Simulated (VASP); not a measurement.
Wanted: the native input for a VASP 6.6.1 run.

| Property | Result |
| --- | --- |
| Task | relaxation of cell and atoms |
| Functional | PBEsol |
| Potentials or basis | VASP PAW PBE potentials, release 64 (Mg, Sb) |
| Cutoff | 600 eV |
| k mesh | 9 × 9 × 5 |
| Occupations | gaussian, width 0.03 eV |
| Spin | no spin polarisation |
| Further INCAR settings | ALGO = Normal; EDIFF = 1e-07; IBRION = 2; EDIFFG = -0.005; NSW = 90; ISIF = 3 |

The structure of Mg3Sb2 lies in POSCAR:

```
Mg3Sb2                                  
1.0
    4.5524044858      0.0000000000      0.0000000000
   -2.2762022429      3.9424979330     -0.0000000000
    0.0000000000      0.0000000000      7.1824591898
  Mg              Sb            
     3     2
Direct
     0.3333333332999970    0.6666666667000030    0.6326104885257230
     0.6666666667000030    0.3333333332999970    0.3673895114742770
     0.0000000000000000    0.0000000000000000    0.0000000000000000
     0.3333333332999970    0.6666666667000030    0.2236239000976646
     0.6666666667000030    0.3333333332999970    0.7763760999023354
```

The input as run:

INCAR

```
SYSTEM = Mg3Sb2
ALGO     = Normal         ! electronic algorithm
EDIFF    = 1E-7           ! SCF threshold, eV
EDIFFG   = -0.005         ! ionic threshold
ENCUT    = 600            ! plane-wave cutoff, eV
GGA      = PS             ! functional
IBRION   = 2              ! ionic algorithm
ISIF     = 3              ! what is computed and relaxed
ISMEAR   = 0              ! smearing method
LASPH    = .True.         ! aspherical terms in the spheres
LCHARG   = .False.        ! write CHGCAR
LREAL    = .False.        ! projectors in reciprocal space
LWAVE    = .False.        ! write WAVECAR
NELM     = 80             ! most SCF steps
NSW      = 90             ! ionic steps
PREC     = Accurate       ! precision mode
SIGMA    = 0.03           ! smearing width, eV
```

KPOINTS

```
k-points
0
Gamma
  9 9 5
  0 0 0
```

Potentials or basis: VASP PAW PBE potentials, release 64 (Mg, Sb).

Command:

```bash
$ cat potpaw_PBE.64/Mg/POTCAR potpaw_PBE.64/Sb/POTCAR > POTCAR
$ mpirun -np 1 vasp_std > vasp.out
```

Results of the run:

```yaml
Relaxed_volume: 25.82 Å³/atom
Relaxed_cell: a = 4.555 Å, b = 4.555 Å, c = 7.186 Å, α = 90.00°, β = 90.00°, γ = 120.00°
Space_group_after_relaxing_to_0.05_Å: P-3m1 (No. 164)
Energy_gained_by_relaxing: 0.0 meV/atom
Ionic_steps: 4
Pressure_after_relaxing: 0.0 GPa
Largest_force_after_relaxing: 0.005 eV/Å
Band_gap_on_the_k_mesh: 0.16 eV, indirect (least direct gap 1.09 eV)
```

Caveat: the PAW data sets were made with another functional, which shifts forces and pressure a little; spin-orbit coupling is left out, which moves the levels of the heavy elements; an odd mesh through Γ misses points on the zone boundary, where band edges often lie.

Wall time 76 s on 1 thread of Intel(R) Xeon(R) Platinum 8559C (Emerald Rapids) (shared host), peak memory 0.34 GiB.
